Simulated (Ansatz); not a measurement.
## Si: how the plane-wave cutoff moves the results

These are results of DFT PBE, scalar-relativistic, plane waves, PAW (Ansatz), not measurements.

```xyz
8
Lattice="-3.3146 3.3174 3.3079 3.3122 -3.2819 3.2700 3.2713 3.2386 -3.2724" Properties=species:S:1:pos:R:3 pbc="T T T"
Si    0.6408    0.7759    0.7973
Si   -0.7189    2.7147    0.6335
Si    0.7389   -0.6150    2.6594
Si    2.7090    0.5841   -0.6899
Si    2.6626    2.5915    2.6297
Si    0.6161    3.9220   -0.7986
Si   -0.6986    0.7482    3.8556
Si    3.9804   -0.5658    0.6592
```

* Γ-centred k-mesh: 6×6×6
* occupation rule: Gaussian smearing, 0.1 eV
* spin treatment: unpolarised
* valence charge of the PAW sets: Si 4

The atoms are held and the plane-wave cutoff is swept. Energies are extrapolated to zero smearing and count from the reference run, 600 eV. The cell was strained and its atoms displaced at random, so that forces don't vanish. Pressure is positive in compression and holds a correction for the finite cutoff (Pulay stress).

Times are rough; the reference took 22 s on 2 threads of Intel(R) Xeon(R) Processor @ 2.70GHz (shared host), peak memory 0.81 GiB.

(1) Tried: 200, 250, 300, 350, 420, 600 eV. From which plane-wave cutoff on does the energy per atom stay within 100, 10 and 1 meV of the reference?

Results:

(1) 250 for 100 meV, 350 for 10 meV, 420 for 1 meV. The reference itself isn't shown to be converged. At 350 eV, where the energy is within 10 meV, force components already agree to within 0.004 eV/Å, where the largest force is 2.940 eV/Å.

```
cutoff (eV)  ΔE (meV/atom) P (GPa) largest change of a force component (eV/Å) plane waves at Γ  wall time (s)
        200            149     7.14                                       0.100               937            5.9
        250           55.5     6.03                                       0.066              1269            6.4
        300           17.9     5.67                                       0.012              1677            8.5
        350           4.30     5.63                                       0.004              2115             12
        420           0.22     5.60                                       0.000              2787             13
        600           0.00     5.60                                       0.000              4749             22
```

This form isn't the element's structure at ambient conditions.